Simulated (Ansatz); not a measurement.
# Mg_i (void) in Si3N4 (P6_3/m): charge-transition levels and formation energies, part 2 of 2

Charge states of Mg_i (void) in Si3N4 (P6_3/m), set against the band edges. Model: a cell of 126 host atoms with 1 Mg put in.

Ansatz; place-levels on PBEsol runs: charge-transition levels and formation energies with image-charge correction and potential alignment at the atomic sites; PAW set soft_1.

So far: Starting point; The runs of each charge state.

## 3. place-levels, PBEsol

A charged cell interacts with its images and the background, and its potential has another zero than the host's. place-levels removes the first by a point-charge model, screened by the static dielectric constant since the ions have relaxed around the charge, and the second by comparing potentials at atoms far from the defect.

The host is a run of the defect-free crystal in the same cutoffs, grids and k-points, so that basis and sampling errors cancel in part in the differences. Its band edges come from a run of the primitive cell that searches the zone for them. The host is run in a cell of 42 atoms on a matching mesh. Chemical potentials are energies per atom of Mg (hcp), run with the same functional and cutoff.

The input, levels.point.yaml:

```yaml
host:
  run: host.point.run
  levels_from: { run: edges.point.run }
states: [q0.point.run, qp1_M1.point.run, qp2.point.run, q0_M2.point.run]
geometry_from:
  q0.point.run: q0.relax.run
  qp1_M1.point.run: qp1_M1.relax.run
  qp2.point.run: qp2.relax.run
  q0_M2.point.run: q0_M2.relax.run
  host.point.run: host.relax.run
chemical_potentials:
  Mg:
    energy: -1912.054729
    dataset: "<sha256 of the dataset>"
epsilon: [4.29, 4.29, 4.37]
static_epsilon: [8.29, 8.29, 8.25]
vertical:
  - { from: qp1_M1.point.run, to: qp1_M1.point_neutral.run }
  - { from: qp2.point.run, to: qp2.point_neutral.run }
```

Command:

```sh
ansatz place-levels levels.point.yaml -- --threads 4 --pin off --max-ram 15073MiB
```

The log of the run:

```text
[... repeated set-up lines and file paths are left out, and long positions are rounded to six places ...]
(+2/+1) 3.124 eV above the valence edge, 1.063 eV under the conduction edge
(+1/0) 3.576 eV above the valence edge, 0.610 eV under the conduction edge
formation energy of charge +2: -2.042 eV with the Fermi level at the valence edge
formation energy of charge +1: +1.081 eV with the Fermi level at the valence edge
formation energy of charge 0: +4.657 eV with the Fermi level at the valence edge
vertical +1 to 0: no energy, since no alignment is typed
  the change from vertical[0].from (qp1_M1.point.run) to vertical[0].to (qp1_M1.point_neutral.run): by its spins about the atoms it stands at 1.000 1.000 0.667, with an rms radius of about 2.9 Å (1.8 1.8 1.3 Å across the planes of the cell's vectors); [...]
vertical +2 to 0: no energy, since no alignment is typed
  the change from vertical[1].from (qp2.point.run) to vertical[1].to (qp2.point_neutral.run): by its potential at epsilon [4.29, 4.29, 4.37] it stands at 0.000 0.000 0.667, with an rms radius of about 4.5 Å (2.8 2.8 2.1 Å across the planes of the cell's [...]
  edges by pbesol of host.levels_from (edges.point.run), its mesh sampled to repeats of 26.19 Å (the valence edge +0.130 eV and the conduction edge -0.336 eV from those of the host's own run), gap 4.186 eV; the host is sampled to repeats of 26.41 Å
  the defect's cells are sampled to repeats of 26.41 Å, like sampling
  charge +2: -62894.7296 eV with its correction of +1.160 eV, at epsilon [8.29, 8.29, 8.25], aligned at sites: +0.1433 eV, mean over 102 atomic sites at or beyond 4.37 Å from the defect at [0.0000, 1.0000, 0.6667], with +0.035325 for the charge's moments and [...]
  charge +1: -62883.4842 eV with its correction of +0.367 eV, at epsilon [8.29, 8.29, 8.25], aligned at sites: +0.1485 eV, mean over 102 atomic sites at or beyond 4.37 Å from the defect at [0.0000, 1.0000, 0.6667], with +0.017105 for the charge's moments and [...]
  charge 0: +0.000 eV for its dipole among its images, +0.000 omitted
  charge 0: states[3] (q0_M2.point.run) stands 0.541 eV higher, with a moment of 2.00 μB against 0.00
  of states[2] (qp2.point.run): it parts from the run at its places by a charge that spreads by about 2.8 Å along one vector (2 Å or more is wide), by its potential at epsilon [4.29, 4.29, 4.37], taken for that of held ions (one typed too small widens it), [...]
  of states[1] (qp1_M1.point.run): stability_check_not_made
  of states[3] (q0_M2.point.run): its moments are held at its close (magnetization.spin_locking), by a field of 0.020 eV a Bohr magneton, and its energy and levels are of the state that this holds: a run that lets them go can end lower
  of vertical[0].from (qp1_M1.point.run): stability_check_not_made
  of vertical[1].from (qp2.point.run): it parts from the run at its places by a charge that spreads by about 2.8 Å along one vector (2 Å or more is wide), by its potential at epsilon [4.29, 4.29, 4.37], taken for that of held ions (one typed too small widens [...]
  vertical[1].to (qp2.point_neutral.run): levels filled in part (TS 0.016 eV): its energy is of no whole electron's
```

The job ended after 0.61 s (4 threads of Arm Neoverse V1, shared host).

Levels between the charges placed, in eV above the valence top:

```tsv
	gap (eV)	(+2/+1)	(+1/0)
PBEsol	4.19	3.12	3.58
```

Corrections by state:

```tsv
charge	moment (μB)	image terms and alignment (eV)	band filling (eV)	ε used	over the lowest of its charge, as the program ranks them, band filling apart (eV)
+2	0.0	1.160	-	principal values (8.25, 8.29, 8.29)	0.000
+1	1.0	0.367	-	principal values (8.25, 8.29, 8.29)	0.000
0	0.0	0.000	-	-	0.000
0	2.0	0.000	-	-	0.541
```

The charged structures listed were also run neutral, and place-levels reads from each pair, by the potential or the spins, how wide the charge is by which they differ; that can be the carrier of either run.

```tsv
charge	rms radius (Å)	spread where it is widest against the cell (Å)	wide from (Å)	reading
+2	4.5	2.81	1.98	wide
+1	2.9	1.84	1.98	narrow
```

The neutral runs of these pairs need not share the spin of the lowest neutral state, and very wide values only mean spread over the cell.

From the program's caveats on the states, each cut to its opening words:

- charge +2: it parts from the run at its places by a charge that spreads by about 2.8 Å along one vector (2 Å or more is wide), by its potential at epsilon [4.29, 4.29, [...]
- charge +2: the far atoms show a dipole or second moment of the defect's charge, for which the correction takes or leaves out 0.071 eV: further moments aren't read, and [...]
- charge +1 (1 μB): flagged: stability check not made
- charge 0 (2 μB): its moments are held at its close (magnetization.spin_locking), by a field of 0.020 eV a Bohr magneton, and its energy and levels are of the state that this [...]

The host's formation energy from the elements is -1.218 eV per atom; it sets how far the chemical potentials can move.

Limit set by the element alone; other compounds of these elements are not counted. Chemical potentials from the elements' reference states: N 0.00 eV, Si -2.84 eV, Mg 0.00 eV. Formation energy by charge state (N-rich; gap 4.19 eV):

```tsv
charge	at valence top (eV)	at conduction bottom (eV)	correction included (eV)
+2	-2.04	6.33	1.16
+1	1.08	5.27	0.37
0	4.66	4.66	0.00
```

(Fermi level (eV), lowest formation energy (eV)): (0.00, -2.04), (0.38, -1.28), (0.76, -0.52), (1.14, 0.24), (1.52, 1.00), (1.90, 1.76), (2.28, 2.53), (2.67, 3.29), (3.05, 4.05), (3.43, 4.51), (3.81, 4.66), (4.19, 4.66)

Limit set by the element alone; other compounds of these elements are not counted. Chemical potentials from the elements' reference states: Si 0.00 eV, N -2.13 eV, Mg 0.00 eV. Formation energy by charge state (Si-rich; gap 4.19 eV):

```tsv
charge	at valence top (eV)	at conduction bottom (eV)	correction included (eV)
+2	-2.04	6.33	1.16
+1	1.08	5.27	0.37
0	4.66	4.66	0.00
```

```csv
Fermi level (eV),lowest formation energy (eV)
0.00,-2.04
0.38,-1.28
0.76,-0.52
1.14,0.24
1.52,1.00
1.90,1.76
2.28,2.53
2.67,3.29
3.05,4.05
3.43,4.51
3.81,4.66
4.19,4.66
```

## 4. Effect of the sampling

The relaxations' own energies give the levels at their sampling, for comparison.

The input, levels.relax_mesh.yaml:

```yaml
host:
  run: host.relax.run
  levels_from: { run: edges.relax.run }
states: [q0.relax.run, qp1_M1.relax.run, qp2.relax.run, q0_M2.relax.run]
chemical_potentials:
  Mg:
    energy: -1912.054729
    dataset: "<sha256 of the dataset>"
```

Command:

```sh
ansatz place-levels levels.relax_mesh.yaml -- --threads 4 --pin off --max-ram 15073MiB
```

The log of the run:

```text
(+2/+1) 3.130 eV above the valence edge, 1.057 eV under the conduction edge
(+1/0) 3.578 eV above the valence edge, 0.608 eV under the conduction edge
formation energy of charge +2: -2.043 eV with the Fermi level at the valence edge
formation energy of charge +1: +1.086 eV with the Fermi level at the valence edge
formation energy of charge 0: +4.665 eV with the Fermi level at the valence edge
  edges by pbesol of host.levels_from (edges.relax.run), its mesh sampled to repeats of 26.19 Å (the valence edge +0.231 eV and the conduction edge -0.359 eV from those of the host's own run), gap 4.186 eV; the host is sampled to repeats of 15.83 Å
[... the lines on each state left out ...]
```

Wall time 0.24 s (4 threads).

Levels between neighbouring charges, in eV above the valence top:

```tsv
	gap (eV)	(+2/+1)	(+1/0)
one point at (¼, ¼, ¼)	4.19	3.13	3.58
a 2×2×2 shifted mesh	4.19	3.12	3.58
```

Going from one point at (¼, ¼, ¼) to a 2×2×2 shifted mesh moves the levels that carry no band-filling term by up to 0.01 eV and formation energies against the elements by up to 0.01 eV.

## 5. Results

```
gap of the host                                                          : 4.19 eV (PBEsol)
level (plus 2/plus 1)                                                    : 3.12 eV above the valence top
level (plus 1/0)                                                         : 3.58 eV above the valence top
lowest of the charges placed, just above the valence top (0.02 eV)       : +2
lowest of the charges placed, just below the conduction bottom (0.02 eV) : 0
lowest formation energy at mid-gap of the charges run, N-rich            : 2.14 eV
lowest formation energy at mid-gap of the charges run, Si-rich           : 2.14 eV
```

In words: Of the charges placed (0, +1 and +2), the lowest changes at 3.12 eV (+2/+1) and 3.58 eV (+1/0) above the valence top, in a gap of 4.19 eV. Charges above +2 and below 0 were not placed, so these runs say nothing of levels that involve them. States placed: +2 at 0 μB; +1 at 1 μB; 0 at 0 μB and 2 μB. Other spin states or structures, where not listed, weren't placed. Mg is taken at its element; compounds, which aren't counted here, bound the chemical potentials and would shift these formation energies. Going from one point at (¼, ¼, ¼) to a 2×2×2 shifted mesh moves the levels that carry no band-filling term by up to 0.01 eV and formation energies against the elements by up to 0.01 eV. Limits: the images are only 8.7 Å apart; PBEsol makes the gap too small and tends to spread out bound carriers; where a gas molecule sets a chemical potential or the host's formation energy, its binding is uncorrected.

[Logs are printed without paths, hosts, clocks, repeated set-up lines and the standing remarks that a program may print on its own settings, such as how far it seeks lower states.]

[Hosts, paths, dates, database ids (printed as entryN), source tags and the programs' standing remarks are cut or masked in the printed files.]

[Where a table of states has a column of steps, it counts the stored structures, which are thinned; the runs took as many ionic steps or more.]

[A defect's name tells the site on which it was built; relaxed atoms can leave that site.]

[For some hosts the program warned that the k-mesh of the response run may be too coarse for force constants and the static dielectric constant; such warnings are not shown here.]
